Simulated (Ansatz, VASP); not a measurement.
## Mo in VASP and in Ansatz

```
Mo
1.0
    -1.56465    1.56465    1.56465
     1.56465   -1.56465    1.56465
     1.56465    1.56465   -1.56465
Mo
1
Direct
  0.00000 0.00000 0.00000
```

Alike in both runs: task single point; functional PBEsol; k mesh 26 × 26 × 26; occupations gaussian, width 0.15 eV; no spin polarisation.

|  | VASP | Ansatz |
| --- | --- | --- |
| version | VASP 6.6.1 | Ansatz 0.2.0 |
| potentials or method | VASP PAW PBE potentials, release 64 (Mo_sv) | scalar-relativistic, plane waves, PAW |
| plane-wave cutoff (eV) | 520 | 420 |
| valence electrons in the cell | 14 | 14 |

VASP gave:

```
gap on the k mesh at the Fermi level (eV) : none
pressure (GPa)                            : 0.7
```

**Question.** What did Ansatz give for the same quantities?

**Answer.** gap on the k mesh at the Fermi level (eV): none; pressure (GPa): 0.1.

A gap of «none» marks a metal or a gap that the smearing closes.

Caveats: the PAW data sets were made with another functional, which shifts forces and pressure a little (VASP).
